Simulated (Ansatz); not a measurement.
A (001) slab of GePt (Pnma (No. 62)), 16 planes, outer planes Pt (top) and Pt (bottom), with 16 atoms (Ge8Pt8) in a surface cell of A = 21.242 Å², as cut from the bulk:

```yaml
crystal:
  lattice:
    - [3.70034, 0.00000, 0.00000]
    - [0.00000, 5.74060, 0.00000]
    - [0.00000, 0.00000, 26.46791]
  atoms:
    - { symbol: Pt, position: [0.75000, 0.00076, 0.28336] }
    - { symbol: Ge, position: [0.25000, 0.31516, 0.30710] }
    - { symbol: Ge, position: [0.75000, 0.68484, 0.34762] }
    - { symbol: Pt, position: [0.25000, 0.99924, 0.37136] }
    - { symbol: Pt, position: [0.25000, 0.49924, 0.39845] }
    - { symbol: Ge, position: [0.75000, 0.18484, 0.42219] }
    - { symbol: Ge, position: [0.25000, 0.81516, 0.46272] }
    - { symbol: Pt, position: [0.75000, 0.50076, 0.48646] }
    - { symbol: Pt, position: [0.75000, 0.00076, 0.51354] }
    - { symbol: Ge, position: [0.25000, 0.31516, 0.53728] }
    - { symbol: Ge, position: [0.75000, 0.68484, 0.57781] }
    - { symbol: Pt, position: [0.25000, 0.99924, 0.60155] }
    - { symbol: Pt, position: [0.25000, 0.49924, 0.62864] }
    - { symbol: Ge, position: [0.75000, 0.18484, 0.65238] }
    - { symbol: Ge, position: [0.25000, 0.81516, 0.69290] }
    - { symbol: Pt, position: [0.75000, 0.50076, 0.71664] }
```

Level of theory: Ansatz 0.2.0, DFT PBEsol, scalar-relativistic, plane waves, PAW. Cutoff 420 eV; k points 9×6×1 on the computed 16-atom cell (Γ-centred); Gaussian smearing, width 0.10 eV; no spin polarisation. The cell repeats along c with a dipole correction in the vacuum.

Against the same 16 atoms in the bulk, the slab as cut lies 6.003 eV higher and the relaxed slab 4.794 eV higher.

Q: Work out the surface energy before and after relaxation.

A: The slab has two faces, so γ = (E_slab − N·E_bulk)/(2A), the mean of both. As cut: 6.003/(2 × 21.242) = 0.1413 eV/Å², and 1 eV/Å² = 16.02 J/m², so γ = 2.26 J/m². Relaxed: 4.794/(2 × 21.242) = 0.1128 eV/Å² = 1.81 J/m². Relaxation recovers 20 % of the cost of cutting.

Q: What is the ideal work of this cut, per area?

A: Griffith's ideal work is 2γ: 4.53 J/m² if the new faces stay rigid, 3.62 J/m² if they relax. Other cuts parallel to this plane can cost less. One thickness was run, 16 planes, so γ can still shift with it.